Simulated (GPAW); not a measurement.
InPd:

```
In Pd
1.0
     0.00000    2.74607    2.74607
     2.74607    0.00000    2.74607
     2.74607    2.74607    0.00000
In Pd
1 1
Direct
  0.00000 0.00000 0.00000
  0.50000 0.50000 0.50000
```

The cell was built by a generator and needn't be a form met in nature.

```yaml
Program: GPAW 26.7.0
Task: relaxation of cell and atoms
Functional: r2SCAN
Potentials_or_basis: GPAW PAW data sets (gpaw-data 1.2.1)
Cutoff: 600 eV
Basis: pw
k_mesh: 8 × 8 × 8
Occupations: fermi-dirac, width 0.05 eV
Spin: no spin polarisation
```

At the start: pressure -2.9 GPa; volume 20.71 Å³/atom.

Problem. Where does the relaxation end?

Solution. Over 3 steps the energy falls by 5.9 meV/atom and the volume is 20.03 Å³/atom (-3.3 %); space group Fm-3m (No. 225, to 0.05 Å).

Step by step:
```
step  energy change (eV)  largest force (eV/Å)  pressure (GPa)  volume (Å³)
   1              0.0000                0.0000           -2.87        41.42
   2             -0.0052                0.0000           -2.20        41.09
   3             -0.0118                0.0000            0.13        40.07
```

Final structure:
```yaml
crystal:
  lattice:
    - [0.00000, 2.71595, 2.71595]
    - [2.71595, 0.00000, 2.71595]
    - [2.71595, 2.71595, 0.00000]
  atoms:
    - { symbol: In, position: [0.00000, 0.00000, 0.00000] }
    - { symbol: Pd, position: [0.50000, 0.50000, 0.50000] }
```

Caveat: later steps reuse the first step's grids; the PAW data sets were made with another functional, which shifts forces and pressure a little.
